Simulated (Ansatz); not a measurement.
# How the conductance of NiSi2/ZnS/CoSi2 changes with thickness, part 2 of 6

How fast does the current through NiSi2/ZnS/CoSi2 fall with each added layer? The lower electrode is NiSi2 fluorite(111), the upper one CoSi2 fluorite(111); the barrier is ZnS wurtzite(0001) (whole bilayers). In the first transport cell, after relaxation, the nearest pair of electrode and barrier is Si–S at 2.33 Å, along the normal, at the lower face and Si–Zn at 2.50 Å, along the normal, at the upper one. All share a net of side 3.84 Å, which strains the lower electrode by +0.0 %, the upper one by +1.3 % and the barrier by -0.3 %, against typed lattice constants near PBE's. The first steps treat the bulk electrodes alone.

Ansatz 0.2.0; PBE DFT, plane waves, PAW files (the session's first sound run).

So far: The structure; Layer spacing of the electrode, electrode NiSi2 fluorite(111).

## Step 3: Layer spacing of the electrode, electrode CoSi2 fluorite(111)

System of this step: CoSi2. The structure is trigonal, space group R-3m (No. 166). The conventional cell has a = 3.840 Å, b = 3.840 Å, c = 9.198 Å, α = 90.00°, β = 90.00°, γ = 120.00°. Nearest to Si lie 4 Co at 2.30 to 2.35 Å. Nearest to Co lie 8 Si at 2.30 to 2.35 Å. Farther neighbours are not listed.

The electrode is held to the junction's net and relaxed along the normal; its spacing is used for the ideal lead layers.

Input file input.yaml:

```yaml
crystal:
  lattice:
    - [3.84, 0.0, 0.0]
    - [-1.92, 3.3255375505, 0.0]
    - [0.0, 0.0, 9.19821853]
  atoms:
    - { symbol: Si, position: [0.0, 0.0, 0.0] }
    - { symbol: Co, position: [0.3333333333, 0.6666666667, 0.0833333333] }
    - { symbol: Si, position: [0.6666666667, 0.3333333333, 0.1666666667] }
    - { symbol: Si, position: [0.3333333333, 0.6666666667, 0.3333333333] }
    - { symbol: Co, position: [0.6666666667, 0.3333333333, 0.4166666667] }
    - { symbol: Si, position: [0.0, 0.0, 0.5] }
    - { symbol: Si, position: [0.6666666667, 0.3333333333, 0.6666666667] }
    - { symbol: Co, position: [0.0, 0.0, 0.75] }
    - { symbol: Si, position: [0.3333333333, 0.6666666667, 0.8333333333] }
kpoints:
  mp_grid: { grid: [12, 12, 3] }
scf:
  occupations: { method: fermi_dirac, width: 0.1 }
  max_iter: 150
hamiltonian:
  xc: pbe
relax:
  f_tol: 0.01
  max_steps: 40
  cell: { fix: [a, b, angles] }
```

Started as:

```sh
$ ansatz run input.yaml --threads 8 --pin off --max-ram 24576MiB --backend cpu --events-out ev --progress --plain --runs-dir out
```

Numbers of over 12 decimals in the logs are rounded to 6 here.

Output:

```text
[...]
Crystal: 9 atoms, lattice volume = 117.462 Å³
Basis set: ecut = 420 eV, 2275 PW (Γ), exchange–correlation on 54×54×128 points (8 copies of the dense FFT grid, shifted against one another)
Bands: 47, of which v1, the nominal top of the filled ones, is band 38 counted from 1 (37 counted from 0)
Symmetry: 36 space group operations
[...]
k-points: 50 of 432
[...]
SCF iter   1: F=—  HF=-19197.546796 eV  |F-HF|=—  |Δ(HF+E_count)|=         —  Δρ=4.36e-3  dr2=2.38e-2  ethr=1.77e-3  ⟨swp⟩=7.5  Hψ=9909  notcnv=0  defer=9
[...]
SCF iter   9: F=-19197.546688 eV  HF=-19197.546688 eV  |F-HF|=2.47e-8  |Δ(HF+E_count)|=   7.13e-9  Δρ=5.97e-6  dr2=2.86e-8  ethr=1.33e-10  ⟨swp⟩=3.9  Hψ=6701  notcnv=0
SCF 1 converged in 9 iterations: F = -19197.546688 eV  dr2 = 2.86e-8
[...]
relax step   1: F+E_penalty+E_count = -19197.54668815 eV  Δ(F+E_penalty+E_count) = +0.000e0 eV  max|allowed force component| = 2.278e-1 eV/Å  Δτ_max = 0.0000 Å  P = -2.777 GPa  Ω = 117.462 Å³  fix = [a, b, alpha, beta, gamma]  reactions: a -4.967, b -4.967 GPa  (9 SCF iters, dr2 threshold 1.00e-7 eV, accepted)
Crystal: 9 atoms, lattice volume = 117.470 Å³
[...]
SCF iter   6: F=-19197.554999 eV  HF=-19197.554999 eV  |F-HF|=8.37e-11  |Δ(HF+E_count)|=   1.03e-9  Δρ=9.25e-7  dr2=7.13e-10  ethr=1.06e-11  ⟨swp⟩=1.2  Hψ=6158  notcnv=0
SCF 2 converged in 6 iterations: F = -19197.554999 eV  dr2 = 7.13e-10
relax step   2: F+E_penalty+E_count = -19197.55499907 eV  Δ(F+E_penalty+E_count) = -8.311e-3 eV  max|allowed force component| = 1.411e-1 eV/Å  Δτ_max = 0.0075 Å  P = -2.832 GPa  Ω = 117.470 Å³  energy of the carried Pulay correction = -3.355e-6 eV  fix = [a, b, alpha, beta, gamma]  reactions: a -4.714, b -4.714 GPa  (6 SCF iters, dr2 threshold 9.00e-7 eV, accepted)
Crystal: 9 atoms, lattice volume = 117.343 Å³
[...]
SCF iter   6: F=-19197.560207 eV  HF=-19197.560207 eV  |F-HF|=4.61e-9  |Δ(HF+E_count)|=   1.14e-8  Δρ=2.42e-6  dr2=1.06e-8  ethr=7.90e-11  ⟨swp⟩=2.0  Hψ=7049  notcnv=0
SCF 3 converged in 6 iterations: F = -19197.560207 eV  dr2 = 1.06e-8
relax step   3: F+E_penalty+E_count = -19197.56020690 eV  Δ(F+E_penalty+E_count) = -5.208e-3 eV  max|allowed force component| = 6.067e-4 eV/Å  Δτ_max = 0.0134 Å  P = -2.685 GPa  Ω = 117.343 Å³  energy of the carried Pulay correction = +5.120e-5 eV  fix = [a, b, alpha, beta, gamma]  reactions: a -4.162, b -4.162 GPa  (6 SCF iters, dr2 threshold 9.00e-7 eV, accepted)
[...]
relax step   4: F+E_penalty+E_count = -19197.56021800 eV  Δ(F+E_penalty+E_count) = -1.110e-5 eV  max|allowed force component| = 8.107e-4 eV/Å  Δτ_max = 0.0010 Å  P = -2.886 GPa  Ω = 117.483 Å³  energy of the carried Pulay correction = -9.109e-6 eV  fix = [a, b, alpha, beta, gamma]  reactions: a -4.272, b -4.272 GPa  (6 SCF iters, dr2 threshold 1.80e-7 eV, accepted)
[...]
relax step   5: F+E_penalty+E_count = -19197.56024996 eV  Δ(F+E_penalty+E_count) = -3.196e-5 eV  max|allowed force component| = 3.136e-4 eV/Å  Δτ_max = 0.0003 Å  P = -2.826 GPa  Ω = 117.441 Å³  energy of the carried Pulay correction = +9.105e-6 eV  fix = [a, b, alpha, beta, gamma]  reactions: a -4.240, b -4.240 GPa  (6 SCF iters, dr2 threshold 3.27e-8 eV, accepted)
[...]
SCF iter   8: F=-19197.560234 eV  HF=-19197.560234 eV  |F-HF|=1.09e-11  |Δ(HF+E_count)|=  3.64e-12  Δρ=6.37e-9  dr2=2.65e-14  ethr=1.00e-12  ⟨swp⟩=1.1  Hψ=4927  notcnv=0
SCF 6 converged in 8 iterations: F = -19197.560234 eV  dr2 = 2.65e-14
relax step   6: F+E_penalty+E_count = -19197.56023418 eV  Δ(F+E_penalty+E_count) = +1.578e-5 eV  max|allowed force component| = 3.140e-4 eV/Å  Δτ_max = 0.0000 Å  P = -2.826 GPa  Ω = 117.441 Å³  fix = [a, b, alpha, beta, gamma]  reactions: a -4.241, b -4.241 GPa  stress off target by 3.86e-3 GPa on what of the cell is left free  SCF on the basis re-selected at this cell (its energy is not comparable with the rows above)  (8 SCF iters)
basis re-selected at this cell: Δ(F+E_penalty+E_count) = +1.578e-5 eV, ΔP = -0.000 GPa vs the last step (what re-selecting the basis moved, of the pressure what is left beyond the Pulay correction that the steps carried, after the strain that the cell walked since its last selection, with what the two solves' SCF thresholds leave and, on support functions, any second-order correction that the steps lacked; it is no m [...]
SCF converged after 8 iterations
Free energy (F): -19197.560234 eV
[...]
Internal energy: -19197.460645 eV  (E = F + TS)
E sigma→0 (E₀):  -19197.510439 eV
Entropy (-TS):   -0.099590 eV (-11.066 meV/atom)
Fermi energy:    12.571349 eV
[...]
--- Forces (eV/Å), atoms counted from 1 ---
  atom   1  Si     0.00000000    -0.00000000    -0.00031402
  atom   2  Co    -0.00000000     0.00000000     0.00000000
  atom   3  Si     0.00000000     0.00000000     0.00031402
  atom   4  Si     0.00000000    -0.00000000    -0.00031402
  atom   5  Co     0.00000000     0.00000000     0.00000000
  atom   6  Si     0.00000000     0.00000000     0.00031402
  atom   7  Si     0.00000000    -0.00000000    -0.00031402
  atom   8  Co    -0.00000000    -0.00000000     0.00000000
  atom   9  Si    -0.00000000     0.00000000     0.00031402
  max |Σ_I F_I| component: 5.55e-17 eV/Å
--- Stress (GPa, compression-positive) ---
       -4.240594      -0.000000       0.000000
        0.000000      -4.240594      -0.000000
        0.000000      -0.000000       0.003859
  P = ⅓ Tr σ = -2.8258 GPa (-28.258 kbar)
--- Relaxed structure (5 steps of the walk, 5 accepted, 1 SCFs on fresh bases) ---
[...]
cell:  # Å, volume = 117.4406 Å³
    - [3.840000, 0, 0]
    - [-1.920000, 3.325538, 0]
    - [0, 0, 9.196558]
  atoms:
    - { symbol: Si, position: [6.709822412596438e-19, 0, 0.00218504] }
    - { symbol: Co, position: [0.333333, 0.666667, 0.083333] }
    - { symbol: Si, position: [0.666667, 0.333333, 0.164482] }
    - { symbol: Si, position: [0.333333, 0.666667, 0.335518] }
    - { symbol: Co, position: [0.666667, 0.333333, 0.416667] }
    - { symbol: Si, position: [-6.709822412596439e-19, 0, 0.497815] }
    - { symbol: Si, position: [0.666667, 0.333333, 0.668852] }
    - { symbol: Co, position: [0, 0, 0.75] }
    - { symbol: Si, position: [0.333333, 0.666667, 0.831148] }
```

Elapsed: 10 s, on 8 threads of Arm Neoverse V2, shared host; peak memory 0.73 GiB; 77 s of CPU time.

This run has no spin polarisation, although Co can carry a moment.

The steps of the relaxation:

```
step  energy less that of the first step (eV)  largest force component (eV/Å)  pressure (GPa)  volume (Å³)
   1                                   0.0000                          0.2278           -2.78       117.46
   2                                  -0.0083                          0.1411           -2.83       117.47
   3                                  -0.0135                          0.0006           -2.69       117.34
   4                                  -0.0135                          0.0008           -2.89       117.48
   5                                  -0.0136                          0.0003           -2.83       117.44
  6*                                  -0.0135                          0.0003           -2.83       117.44
```

Relaxation steps marked * repeat the geometry before them on a plane-wave basis chosen anew for their cell, so energy and pressure can jump there.

The run keeps the 36 symmetry operations that it works with, so distortions that break them were not tested.

```
conventional cell, symmetrised  before  after  change
                         a (Å)   3.840  3.840  -0.0 %
                         b (Å)   3.840  3.840  -0.0 %
                         c (Å)   9.198  9.197  -0.0 %
              volume (Å³/atom)   13.05  13.05  -0.0 %
```

The atoms that moved most (Å, as changes of fractional coordinates times the final cell):

```
atom     dx     dy      dz  length
 Si4  0.000  0.000   0.020   0.020
 Si1  0.000  0.000   0.020   0.020
 Si3  0.000  0.000  -0.020   0.020
 Si6  0.000  0.000  -0.020   0.020
 Si7  0.000  0.000   0.020   0.020
 Si9  0.000  0.000  -0.020   0.020
```

Numbers from this step:

| Property | Result |
| --- | --- |
| free energy | -19197.5602 eV |
| Fermi energy | 12.57 eV |
| pressure | -2.826 GPa |

The relaxation ends with a largest force component of 3.1e-4 eV/Å.

(Continued in part 3 of 6.)

[Logs are printed without paths, hosts, clocks, repeated set-up lines and the standing remarks that a program may print on its own settings, such as how far it seeks lower states.]

[Hosts, paths, dates, database ids (printed as entryN), source tags and the programs' standing remarks are cut or masked in the printed files.]
